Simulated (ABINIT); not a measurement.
# BeTe: equation of state with PBE

Crystal: BeTe.

```
Te Be
1.0
     0.00000    2.77000    2.77000
     2.77000    0.00000    2.77000
     2.77000    2.77000    0.00000
Te Be
1 1
Cartesian
  4.1550 4.1550 4.1550
  0.0000 0.0000 0.0000
```

```json
{
  "Program": "ABINIT 10.8.3 (patched build)",
  "Task": "equation of state",
  "Functional": "PBE",
  "Potentials or basis": "JTH PAW PBE v2.0",
  "Cutoff": "517 eV",
  "k mesh": "8 × 8 × 8",
  "Occupations": "fermi-dirac, width 0.05 eV",
  "Spin": "no spin polarisation",
  "Fine-grid cutoff": "1034.03 eV"
}
```

```json
{
  "Equilibrium volume": "22.74 Å³/atom (rough: see the caveat)",
  "Bulk modulus": "58 GPa (rough)"
}
```

Energy against volume, from the lowest point:
| volume (Å³/atom) | energy (meV/atom) |
| --- | --- |
| 19.979 | 74.29 |
| 20.404 | 51.35 |
| 20.829 | 33.14 |
| 21.254 | 19.24 |
| 21.679 | 9.33 |
| 22.104 | 3.05 |
| 22.529 | 0.00 |

Run time: 56 s on 1 thread of Arm Neoverse V1, with other jobs on the host, peak memory 0.13 GiB.

Caveat: pressures at fixed basis lie under the slope of the energies; the minimum lies outside the volumes run. The run has no spin-orbit coupling, so splittings on Te are missing.
